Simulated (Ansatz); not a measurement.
# NbAs (I4_1md) in Ansatz: a series of runs

One crystal, NbAs, is run at these levels: LDA; tasks: single point, equation of state.

Everything below comes from runs of Ansatz 0.2.0. Logs are shortened: lines on timing, memory, paths and dates and some standing lists are left out, and cuts for length are marked.

### 1 The crystal as given

It takes space group I4_1md (No. 109, tetragonal). The conventional cell has a = 3.452 Å, b = 3.452 Å, c = 11.680 Å, α = 90.00°, β = 90.00°, γ = 90.00°. Nb (site symmetry 2mm) has 6 As at 2.60 to 2.63 Å as nearest neighbours. As (site symmetry 2mm) is surrounded by 6 Nb at 2.60 to 2.63 Å.

### 2 Single point, LDA, 16.35 Å³/atom (volume scaled by 0.94)

input.yaml reads:

```yaml
crystal:
  lattice:
    - [-1.6906186857, 1.6906186857, 5.7207828749]
    - [1.6906186857, -1.6906186857, 5.7207828749]
    - [1.6906186857, 1.6906186857, -5.7207828749]
  atoms:
    - { symbol: Nb, position: [0.5, 0.0, 0.5] }
    - { symbol: Nb, position: [0.75, 0.75, 0.0] }
    - { symbol: As, position: [0.916, 0.416, 0.5] }
    - { symbol: As, position: [0.166, 0.166, 0.0] }
hamiltonian:
  xc: lda
  pseudopotentials: { kind: paw }
kpoints:
  mp_grid: { grid: [11, 11, 11] }
scf:
  occupations: { method: fermi_dirac, width: 0.05 }
output:
  forces: true
  stress: true
  eigenvalues: true
```

Potentials or basis: Ansatz PAW.

Started as:

```
$ ansatz run input.yaml --threads 2 --pin off --max-ram 5632MiB --backend cpu --events-out ev --progress --plain --runs-dir out
```

What it wrote:

```text
Warning: RAYON_NUM_THREADS=2 ignored (pool sized by the plan → 2); use --threads N
basis.fft_grid_basis auto: the FFT boxes are laid along the combinations [[1, 0, 1], [0, 1, 1], [0, 0, 1]] of the cell's own vectors, 3.381, 3.381 and 6.200 Å long. The dense box has 24×24×45 points. Along the cell's own vectors, as sized, it would have 45×45×45, 3.52 times as many. Of the 8 symmetry operations that the crystal satisfies within crystal.symmetry.tolerance (time reversal apart; of a slab, those that keep its plane) the dense box along the cell's own vectors carries 8, and the one as laid loses 6 of those. basis.fft_grid_basis: typed keeps the cell's own vectors: state it where this run's energies or levels are differenced outside the engine with another run's, or held beside a run that keeps those vectors.
Engine: ansatz 0.2.0, x86_64-unknown-linux-gnu
Pseudopotentials: kind: paw
Pseudopotential: Nb, paw, valence charge 13, recommended cutoff 420 eV (normal), Nb.paw.azcp
Pseudopotential: As, paw, valence charge 15, recommended cutoff 420 eV (normal), As.paw.azcp
Functional definition: SPW92
  exchange = slater_x
  correlation = pw_c
Crystal: 4 atoms, lattice volume = 65.404 Å³
Basis set: ecut = 420 eV, 1263 PW (Γ), FFT grids on a1+a3, a2+a3, a3
Bands: 34, of which v1, the nominal top of the filled ones, is band 28 counted from 1 (27 counted from 0)
Symmetry: 8 space group operations
Space group: I41md (ITA 109), of the structure as read, at distance tolerance 4.0e-5 Å
k-points: 126 of 1331 (time reversal used)
Non-local potential: Nb, projectors of the file, l = 0: 3, l = 1: 2, l = 2: 2, l = 3: 1
Non-local potential: As, projectors of the file, l = 0: 2, l = 1: 2, l = 2: 3, l = 3: 1
PAW form: soft (Blöchl's): semilocal exchange-correlation on the pseudo side does not see the compensation charge
PAW frozen core: Nb, regenerated for the run's functional, and the local potential with it (the file was generated under x = pbe(κ = 0.804, μ = 0.2195149727645171), c = pbe(β = 0.06672455060314922))
PAW frozen core: As, regenerated for the run's functional, and the local potential with it (the file was generated under x = pbe(κ = 0.804, μ = 0.2195149727645171), c = pbe(β = 0.06672455060314922))
PAW one-centre angular grid: Nb, 590 points (default); XC on 64 Gauss nodes
PAW one-centre angular grid: As, 590 points (default); XC on 64 Gauss nodes
Initial density: superposition of atomic densities (neutral atoms: chi_scale 0, normalization atom), corrected by the library's trained network
Initial wavefunctions: pseudopotential atomic-orbital guess
Functional: x = slater, c = lda
SCF iter   1: F=—  HF=-18435.593961 eV  |F-HF|=—  |Δ(HF+E_count)|=         —  Δρ=1.11e-2  dr2=5.81e-2  ethr=1.77e-3  ⟨swp⟩=5.8  Hψ=17313  notcnv=0
preconditioner: auto → Kerker (q_TF=auto, 2.659 Å⁻¹)  [metal: Δε(μ)=0.024 eV  Ē_g=7.338 eV  σ=0.050 eV  W_gap=0.12  n_scr=24 (ndim 8)  ℏωp=20.5 eV  f_vac=0.000  D(μ)=0.66/eV (n_scr^D=2)]
SCF iter   2: F=—  HF=-18435.583016 eV  |F-HF|=—  |Δ(HF+E_count)|=   1.09e-2  Δρ=6.22e-3  dr2=1.90e-2  ethr=1.04e-4  ⟨swp⟩=1.0  Hψ=5296  notcnv=0
SCF iter   3: F=—  HF=-18435.578139 eV  |F-HF|=—  |Δ(HF+E_count)|=   4.88e-3  Δρ=6.94e-4  dr2=2.76e-4  ethr=3.39e-5  ⟨swp⟩=2.0  Hψ=6040  notcnv=0
SCF iter   4: F=—  HF=-18435.578028 eV  |F-HF|=—  |Δ(HF+E_count)|=   1.11e-4  Δρ=1.12e-4  dr2=8.92e-6  ethr=4.93e-7  ⟨swp⟩=2.0  Hψ=7472  notcnv=0
SCF iter   5: F=—  HF=-18435.578021 eV  |F-HF|=—  |Δ(HF+E_count)|=   7.51e-6  Δρ=6.88e-5  dr2=3.50e-6  ethr=1.59e-8  ⟨swp⟩=2.0  Hψ=7415  notcnv=0  defer=2
SCF iter   6: F=—  HF=-18435.578018 eV  |F-HF|=—  |Δ(HF+E_count)|=   2.65e-6  Δρ=3.21e-5  dr2=8.25e-7  ethr=6.25e-9  ⟨swp⟩=2.0  Hψ=7165  notcnv=0  defer=2
SCF iter   7: F=-18435.578017 eV  HF=-18435.578017 eV  |F-HF|=3.04e-8  |Δ(HF+E_count)|=   6.31e-7  Δρ=7.58e-6  dr2=5.25e-8  ethr=1.79e-10  ⟨swp⟩=4.8  Hψ=16939  notcnv=0
SCF 1 converged in 7 iterations: F = -18435.578017 eV  dr2 = 5.25e-8
SCF converged after 7 iterations
Free energy (F): -18435.578017 eV
Harris-Foulkes:  -18435.578017 eV  (|F-HF|=3.04e-8)
Internal energy: -18435.572156 eV  (E = F + TS)
E sigma→0 (E₀):  -18435.575087 eV
Entropy (-TS):   -0.005862 eV (-1.465 meV/atom)
Fermi energy:    17.226219 eV
--- Per-component energies (eV) ---
  E_band       = -434.441454
  E_kinetic    = 1008.830779
  E_local      = -4173.984245  (includes V_loc(G=0)·N_el)
  E_nonlocal   = -1080.874531
  E_hartree    = 2087.153055
  E_xc         = -512.810825
  E_vxc        = -592.386810  (∫ρ·V_xc dr)
  E_paw        = -9439.427423  (= ΣΔE_a)
  E_vpaw       = 229.672171  (= ΣTr[D̂ρ^β])
  E_aug_tail   = 0.000027  (compensation charges beyond the density's cutoff)
  E_ewald      = -6329.460842
  E_core_change = 5.001849  (= ΣΔE_core)
  E_smearing   = -0.005862  (= −TS)
  E_closure    = 0.000000  (closes the sum)
  Σ components = -18435.578017   (vs F -18435.578017, Δ=0.00e0)
--- Forces (eV/Å), atoms counted from 1 ---
  atom   1  Nb     0.00000000    -0.00000000    -0.35744664
  atom   2  Nb    -0.00000000    -0.00000000    -0.35744664
  atom   3  As     0.00000000     0.00000000     0.35744399
  atom   4  As    -0.00000000     0.00000000     0.35744399
  max |Σ_I F_I| component: 5.31e-6 eV/Å
--- Stress (GPa, compression-positive) ---
        5.933199       0.000000      -0.000000
        0.000000       5.933199       0.000000
       -0.000000      -0.000000       6.208377
  P = ⅓ Tr σ = 6.0249 GPa (60.249 kbar)
--- Band table (eV; the first three rows and the last of 126) ---
  k-point 0: bands = ["-37.6055", "-37.5665", "-18.3923", "-18.3923", "-18.3710", "-18.3682", "-18.3657", "-18.3637", "-18.3590", "-18.3542", "-18.3542", "-18.3525", "-13.9693", "-13.7888", "-13.7888", "-13.6143", "-13.6143", "-13.5636", "3.6192", "6.1054", "10.7368", "14.2109", "14.8767", "14.8767", "15.0258", "15.3970", "15.7917", "15.7917", "18.0188", "18.6482", "19.8343", "20.4938", "20.4938", "21.1396"]
  k-point 1: bands = ["-37.6021", "-37.5648", "-18.3933", "-18.3916", "-18.3701", "-18.3677", "-18.3673", "-18.3660", "-18.3581", "-18.3546", "-18.3529", "-18.3514", "-13.9571", "-13.8101", "-13.8059", "-13.6372", "-13.6288", "-13.5608", "3.8404", "6.1643", "10.8720", "13.8136", "14.6846", "14.7700", "14.8126", "15.2901", "15.8487", "16.0128", "17.6936", "18.2518", "19.8533", "20.1072", "20.7652", "21.0880"]
  k-point 2: bands = ["-37.5927", "-37.5604", "-18.3961", "-18.3892", "-18.3730", "-18.3703", "-18.3675", "-18.3656", "-18.3557", "-18.3540", "-18.3505", "-18.3494", "-13.9320", "-13.8648", "-13.8410", "-13.6897", "-13.6663", "-13.5618", "4.4341", "6.2764", "11.3302", "12.9406", "13.6398", "14.1839", "14.4494", "15.5067", "16.2369", "16.4230", "17.4726", "17.6357", "19.4325", "20.1146", "21.2082", "21.3223"]
  k-point 125: bands = ["-37.5851", "-37.5844", "-18.3949", "-18.3945", "-18.3679", "-18.3675", "-18.3660", "-18.3654", "-18.3570", "-18.3564", "-18.3519", "-18.3515", "-13.8340", "-13.7974", "-13.7681", "-13.7578", "-13.6194", "-13.5995", "4.7061", "4.7300", "12.9380", "13.1004", "14.0355", "14.3279", "14.4174", "14.9070", "16.2799", "16.8518", "18.0471", "18.8926", "19.0855", "19.3665", "20.6328", "20.7458"]
```

Wall time 36 s (2 threads of Intel Xeon at 2.50GHz (Skylake/Cascade Lake), shared host); peak memory 0.49 GiB.

What came out:

```yaml
Free_energy: -18435.5780 eV
Pressure: 6.0 GPa
Largest_force: 0.357 eV/Å
Band_gap_on_the_k_mesh: 0.03 eV, indirect (least direct gap 0.08 eV)
```

Caveat: odd divisions of the mesh miss points on the zone boundary, where band edges often lie, so the gap on the mesh can be too wide; the PAW data sets come from PBE, with cores solved anew for the run's functional, which leaves a small shift of forces and pressure.

### 3 Single point, LDA, 16.70 Å³/atom (volume scaled by 0.96)

input.yaml: that of step 2 with these lines changed.

```diff
@@ -2,5 +2,5 @@
   lattice:
-    - [-1.6906186857, 1.6906186857, 5.7207828749]
-    - [1.6906186857, -1.6906186857, 5.7207828749]
-    - [1.6906186857, 1.6906186857, -5.7207828749]
+    - [-1.7025248434, 1.7025248434, 5.7610714056]
+    - [1.7025248434, -1.7025248434, 5.7610714056]
+    - [1.7025248434, 1.7025248434, -5.7610714056]
   atoms:
@@ -21 +21,5 @@
   eigenvalues: true
+  write_density: true
+  write_potential: true
+  elf: true
+  volumetric_format: npy
```

Potentials or basis: Ansatz PAW.

Started as:

```
$ ansatz run input.yaml --threads 2 --pin off --max-ram 5632MiB --backend cpu --events-out ev --progress --plain --runs-dir out
```

It took 49 s on 2 threads of Intel Xeon at 2.50GHz (Skylake/Cascade Lake), shared host; peak memory 0.51 GiB.

The run converged. Its results:

| Item | Value |
| --- | --- |
| Free energy | -18435.6114 eV |
| Pressure | 1.7 GPa |
| Largest force | 0.328 eV/Å |
| Band gap on the k mesh | none (metal or under the smearing width) |

Caveat: the PAW data sets come from PBE, with cores solved anew for the run's functional, which leaves a small shift of forces and pressure.

### 4 Single point, LDA, 17.05 Å³/atom (volume scaled by 0.98)

input.yaml: that of step 3 with these lines changed.

```diff
@@ -2,5 +2,5 @@
   lattice:
-    - [-1.7025248434, 1.7025248434, 5.7610714056]
-    - [1.7025248434, -1.7025248434, 5.7610714056]
-    - [1.7025248434, 1.7025248434, -5.7610714056]
+    - [-1.7142667651, 1.7142667651, 5.8008041881]
+    - [1.7142667651, -1.7142667651, 5.8008041881]
+    - [1.7142667651, 1.7142667651, -5.8008041881]
   atoms:
@@ -21,5 +21 @@
   eigenvalues: true
-  write_density: true
-  write_potential: true
-  elf: true
-  volumetric_format: npy
```

Started as:

```
$ ansatz run input.yaml --threads 2 --pin off --max-ram 5632MiB --backend cpu --events-out ev --progress --plain --runs-dir out
```

It took 29 s on 2 threads of Intel Xeon at 2.50GHz (Skylake/Cascade Lake), shared host; peak memory 0.5 GiB.

It converged, with:

```yaml
Free_energy: -18435.6095 eV
Pressure: -2.1 GPa
Largest_force: 0.301 eV/Å
Band_gap_on_the_k_mesh: none (metal or under the smearing width)
```

Caveat: the PAW data sets come from PBE, with cores solved anew for the run's functional, which leaves a small shift of forces and pressure.

### 5 Single point, LDA, 17.39 Å³/atom

input.yaml: that of step 4 with these lines changed.

```diff
@@ -2,5 +2,5 @@
   lattice:
-    - [-1.7142667651, 1.7142667651, 5.8008041881]
-    - [1.7142667651, -1.7142667651, 5.8008041881]
-    - [1.7142667651, 1.7142667651, -5.8008041881]
+    - [-1.72585, 1.72585, 5.84]
+    - [1.72585, -1.72585, 5.84]
+    - [1.72585, 1.72585, -5.84]
   atoms:
@@ -21 +21,5 @@
   eigenvalues: true
+  write_density: true
+  write_potential: true
+  elf: true
+  volumetric_format: npy
```

Started as:

```
$ ansatz run input.yaml --threads 2 --pin off --max-ram 5632MiB --backend cpu --events-out ev --progress --plain --runs-dir out
```

Run time: 50 s. Hardware: 2 threads of Intel Xeon at 2.50GHz (Skylake/Cascade Lake), shared host; peak memory 0.51 GiB.

It converged, with:

| Quantity | Value |
| --- | --- |
| Free energy | -18435.5760 eV |
| Pressure | -5.5 GPa |
| Largest force | 0.275 eV/Å |
| Band gap on the k mesh | none (metal or under the smearing width) |

Caveat: the PAW data sets come from PBE, with cores solved anew for the run's functional, which leaves a small shift of forces and pressure.

### 6 Single point, LDA, 17.74 Å³/atom (volume scaled by 1.02)

input.yaml: that of step 5 with these lines changed.

```diff
@@ -2,5 +2,5 @@
   lattice:
-    - [-1.72585, 1.72585, 5.84]
-    - [1.72585, -1.72585, 5.84]
-    - [1.72585, 1.72585, -5.84]
+    - [-1.7372798033, 1.7372798033, 5.8786766238]
+    - [1.7372798033, -1.7372798033, 5.8786766238]
+    - [1.7372798033, 1.7372798033, -5.8786766238]
   atoms:
@@ -21,5 +21 @@
   eigenvalues: true
-  write_density: true
-  write_potential: true
-  elf: true
-  volumetric_format: npy
```

Potentials or basis: Ansatz PAW.

Started as:

```
$ ansatz run input.yaml --threads 2 --pin off --max-ram 5632MiB --backend cpu --events-out ev --progress --plain --runs-dir out
```

Run time: 32 s. Hardware: 2 threads of Intel Xeon at 2.50GHz (Skylake/Cascade Lake), shared host; peak memory 0.5 GiB.

It converged, with:

```
Free energy            : -18435.5144 eV
Pressure               : -8.6 GPa
Largest force          : 0.251 eV/Å
Band gap on the k mesh : none (metal or under the smearing width)
```

Caveat: the PAW data sets come from PBE, with cores solved anew for the run's functional, which leaves a small shift of forces and pressure.

### 7 Single point, LDA, 18.09 Å³/atom (volume scaled by 1.04)

input.yaml: that of step 6 with these lines changed.

```diff
@@ -2,5 +2,5 @@
   lattice:
-    - [-1.7372798033, 1.7372798033, 5.8786766238]
-    - [1.7372798033, -1.7372798033, 5.8786766238]
-    - [1.7372798033, 1.7372798033, -5.8786766238]
+    - [-1.7485611571, 1.7485611571, 5.9168509183]
+    - [1.7485611571, -1.7485611571, 5.9168509183]
+    - [1.7485611571, 1.7485611571, -5.9168509183]
   atoms:
```

Started as:

```
$ ansatz run input.yaml --threads 2 --pin off --max-ram 5632MiB --backend cpu --events-out ev --progress --plain --runs-dir out
```

Wall time 30 s (2 threads of Intel Xeon at 2.50GHz (Skylake/Cascade Lake), shared host); peak memory 0.5 GiB.

The run converged. Its results:

```
Free energy            : -18435.4275 eV
Pressure               : -11.3 GPa
Largest force          : 0.229 eV/Å
Band gap on the k mesh : none (metal or under the smearing width)
```

Caveat: the PAW data sets come from PBE, with cores solved anew for the run's functional, which leaves a small shift of forces and pressure.

### 8 Single point, LDA, 18.44 Å³/atom (volume scaled by 1.06)

input.yaml: that of step 7 with these lines changed.

```diff
@@ -2,5 +2,5 @@
   lattice:
-    - [-1.7485611571, 1.7485611571, 5.9168509183]
-    - [1.7485611571, -1.7485611571, 5.9168509183]
-    - [1.7485611571, 1.7485611571, -5.9168509183]
+    - [-1.7596987896, 1.7596987896, 5.9545388829]
+    - [1.7596987896, -1.7596987896, 5.9545388829]
+    - [1.7596987896, 1.7596987896, -5.9545388829]
   atoms:
```

Started as:

```
$ ansatz run input.yaml --threads 2 --pin off --max-ram 5632MiB --backend cpu --events-out ev --progress --plain --runs-dir out
```

Run time: 31 s. Hardware: 2 threads of Intel Xeon at 2.50GHz (Skylake/Cascade Lake), shared host; peak memory 0.51 GiB.

The run converged. Its results:

| Item | Value |
| --- | --- |
| Free energy | -18435.3182 eV |
| Pressure | -13.8 GPa |
| Largest force | 0.208 eV/Å |
| Band gap on the k mesh | none (metal or under the smearing width) |

Caveat: the PAW data sets come from PBE, with cores solved anew for the run's functional, which leaves a small shift of forces and pressure.

### 9 Equation of state, LDA

Potentials or basis: Ansatz PAW.

No new run: the results of the series are fitted here.

Results:

```
Equilibrium volume                        : 16.85 Å³/atom
Bulk modulus at fixed shape and positions : 187 GPa
Pressure derivative of the bulk modulus   : 4.4
```

Energy against volume, from the lowest point:
```csv
volume (Å³/atom),energy (meV/atom)
16.351,8.34
16.699,0.00
17.047,0.48
17.395,8.84
17.743,24.25
18.091,45.97
18.438,73.30
```

Caveat: the cell was scaled at fixed shape and fractional positions, which overstates the stiffness of a crystal with free parameters, most of all of layers and chains.
